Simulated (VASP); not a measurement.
Set up this calculation in VASP 6.6.1, as the native input.

```
Task                   : relaxation of cell and atoms
Functional             : PBE
Dispersion             : D3(BJ)
Potentials or basis    : VASP PAW PBE potentials, release 64 (Bi_d)
Cutoff                 : 600 eV
k mesh                 : 12 × 12 × 10
Occupations            : methfessel-paxton, width 0.1 eV
Spin                   : no spin polarisation
Further INCAR settings : ALGO = Normal; EDIFF = 1e-07; IBRION = 2; EDIFFG = -0.005; NSW = 90; ISIF = 3
```

The structure of Bi lies in POSCAR:

```
Bi                                      
1.0
    2.2642702842      1.3072770581      3.8908120161
   -2.2642702842      1.3072770581      3.8908120161
    0.0000000000     -2.6145541162      3.8908120161
  Bi            
     2
Direct
     0.2373168437581260    0.2373168437581260    0.2373168437581260
     0.7626831562418740    0.7626831562418740    0.7626831562418740
```

One way to write it, as run:

INCAR

```
ALGO = Normal
EDIFF = 1E-7
EDIFFG = -0.005
ENCUT = 600
GGA = PE
IBRION = 2
ISIF = 3
ISMEAR = 1
IVDW = 12
LASPH = True
LCHARG = False
LREAL = False
LWAVE = False
NELM = 80
NSW = 90
PREC = Accurate
SIGMA = 0.1
```

KPOINTS

```
k-points
0
Gamma
  12 12 10
```

Potentials or basis: VASP PAW PBE potentials, release 64 (Bi_d).

Launch:

```bash
$ cat potpaw_PBE.64/Bi_d/POTCAR > POTCAR
$ mpirun -np 1 vasp_std > vasp.out
```

It gave:

The relaxed volume is 34.57 Å³/atom. The relaxed cell is a = 4.686 Å, b = 4.686 Å, c = 4.686 Å, α = 57.83°, β = 57.83°, γ = 57.83°. The space group after relaxing (to 0.05 Å) is R-3m (No. 166). The energy gained by relaxing is 0.0 meV/atom and the ionic steps are 3. The pressure after relaxing is 0.0 GPa, the band gap on the k mesh is none (metal or under the smearing width) and the dispersion energy per atom is -0.462 eV.

Caveat: spin-orbit coupling is left out, which moves the levels of the heavy elements; pairwise dispersion overbinds metals, which lowers pressure and volume.

It took 6.6 min on 1 thread of Intel(R) Xeon(R) 6975P-C (Granite Rapids), on a shared host, peak memory 0.64 GiB.
